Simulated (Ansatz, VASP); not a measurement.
## One calculation of AlN, two programs

File INCAR:

```
SYSTEM = AlN
PREC = Accurate ; ENCUT = 520
EDIFF = 1E-7 ; ISMEAR = -1
SIGMA = 0.05 ; LREAL = .False.
LASPH = .True. ; NELM = 60
ALGO = Normal ; ISIF = 2
LWAVE = .False. ; LCHARG = .False.
GGA = PE ; NBANDS = 16
```

The input KPOINTS:

```
Automatic mesh
0
Gamma
  10 10 6
  0 0 0
```

Contents of POSCAR:

```
AlN
1.0
    3.1336164949      0.0000000000      0.0000000000
   -1.5668082474      2.7137914903      0.0000000000
    0.0000000000      0.0000000000      5.0139877163
Al N
2 2
Direct
    0.6666666667      0.3333333333      0.5000000000
    0.3333333333      0.6666666667      0.0000000000
    0.6666666667      0.3333333333      0.8800000000
    0.3333333333      0.6666666667      0.3800000000
```

The input input.yaml:

```yaml
crystal:
  lattice:
    - [3.1336164949, 0.0, 0.0]
    - [-1.5668082474, 2.7137914903, 0.0]
    - [0.0, 0.0, 5.0139877163]
  atoms:
    - { symbol: Al, position: [0.6666666667, 0.3333333333, 0.5] }
    - { symbol: Al, position: [0.3333333333, 0.6666666667, 0.0] }
    - { symbol: "N", position: [0.6666666667, 0.3333333333, 0.88] }
    - { symbol: "N", position: [0.3333333333, 0.6666666667, 0.38] }
hamiltonian:
  xc: pbe
  pseudopotentials: { kind: paw }
kpoints:
  mp_grid: { grid: [10, 10, 6] }
scf:
  occupations: { method: fermi_dirac, width: 0.05 }
output:
  forces: true
  stress: true
  eigenvalues: true
```

Change from the starting cell: volume scaled by 1.02.

Alike in both runs: task single point; functional PBE; k mesh 10 × 10 × 6; occupations fermi-dirac, width 0.05 eV; no spin polarisation.

```csv
,VASP,Ansatz
version,VASP 6.6.1,Ansatz 0.2.0
potentials or method,"VASP PAW PBE potentials, release 64 (Al, N)",Ansatz PAW
plane-wave cutoff (eV),520,420
valence electrons in the cell,16,16
```

VASP gave:

* gap on the k mesh at the Fermi level (eV): 4.05
* least direct gap on the mesh (eV): 4.05
* pressure (GPa): -0.5
* largest component of the traceless stress (GPa): 1.17
* rms of the force components (eV/Å): 0.066

Task: What did Ansatz give for the same quantities?

Result: gap on the k mesh at the Fermi level (eV): 4.04; least direct gap on the mesh (eV): 4.04; pressure (GPa): -0.2; largest component of the traceless stress (GPa): 1.13; rms of the force components (eV/Å): 0.066.

Atom by atom the forces differ by 0.000 eV/Å (rms over components). The functional is the same, so the differences come from potentials, cutoffs and numerics.

Caveats: the pressure holds a Pulay correction of +0.5 GPa for the finite cutoff (Ansatz). A k mesh can miss the band edges.
